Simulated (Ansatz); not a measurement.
The system is LiCl.

```
Cl Li
1.0
     0.00000    2.56477    2.56477
     2.56477    0.00000    2.56477
     2.56477    2.56477    0.00000
Cl Li
1 1
Direct
  0.50000 0.50000 0.50000
  0.00000 0.00000 0.00000
```

Base run:

```yaml
Program: Ansatz 0.2.0
Functional: revPBE
Potentials_or_basis: all-electron LAPW, scalar-relativistic
Cutoff: 161 eV
Density_cutoff: 643 eV
Basis_error_allowed: 0.001 eV/atom
k_mesh: 9 × 9 × 9
Occupations: fermi-dirac, width 0.05 eV
Spin: no spin polarisation
```

Its results: band gap on the k mesh 6.53 eV, direct; pressure 2.1 GPa.

Question: The run is repeated on the same cell with these changes: functional from revPBE to PBEsol. What comes out?

Answer: Band gap on the k mesh 6.12 eV, direct; pressure -1.3 GPa.

PBEsol binds more tightly than revPBE, so the same cell stands under less pressure.

Not every run made on this cell is shown here.
